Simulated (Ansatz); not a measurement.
TaN: changing the Hubbard U on Ta d

```
Ta N
1.0
     0.00000    2.21132    2.21132
     2.21132    0.00000    2.21132
     2.21132    2.21132    0.00000
Ta N
1 1
Cartesian
  2.2113 2.2113 2.2113
  0.0000 0.0000 0.0000
```

The cell comes from a database or a generator and needn't be the stable form of this composition.

Kept alike: task projected density of states; functional r2SCAN; k mesh 10 × 10 × 10; occupations fermi-dirac, width 0.05 eV; no spin polarisation. Program: Ansatz, Ansatz PAW, cutoff 500 eV. The mesh is that of the run's cell of 2 atoms. No spin-orbit coupling.

| run | pressure (GPa) |
| --- | --- |
| A | -0.08 |
| B | -1.25 |
| C | -3.40 |
| D | -4.38 |
| E | -2.36 |
| F | -6.17 |
| G | 2.49 |
| H | -5.30 |

Pressure is positive in compression, with a Pulay correction for the finite cutoff. U acts here on a shell without spin polarisation. For a metal such a mesh leaves the last digits unconverged. How U acts hangs on the program's projectors. All rows use potentials made for PBE. U is the effective U - J on orthogonalised atomic projectors. Double counting: fully localised limit (the default).

The runs differ in the Hubbard U on Ta d alone: 0; 1; 2; 3; 4; 5; 6; 8 eV. Which run is which?

Run A is 6 eV; run B is 5 eV; run C is 3 eV; run D is 2 eV; run E is 4 eV; run F is 0 eV; run G is 8 eV; run H is 1 eV. The pressure rises from -6.17 to 2.49 GPa between 0 and 8 eV. U localises the shell and weakens its bonds, so the cell pushes outwards.

The pressure rises at every step in U, and somewhat faster at large U, so the equilibrium volume of this rocksalt cell grows with U. Without U the cell is under tension, meaning it is larger than the functional itself would prefer.

The Ta d states are broad and mix strongly with N p, which leaves the d orbitals fractionally occupied. The U term penalises such occupations and pushes orbitals that are less than half filled upwards, away from N p. This probably weakens the covalent Ta–N bonding and makes the charge distribution more ionic. Because expansion reduces the d–p overlap and with it the penalty, the correction adds an outward stress. Localisation here is therefore better read as reduced hybridisation than as the formation of an atomic-like d shell.

The near-vanishing pressure at 6 eV shows only that this U nearly balances the stress at the chosen volume. It is no argument for such a value in a nitride with wide, well-screened d bands, where a strong on-site correction is hard to justify physically.
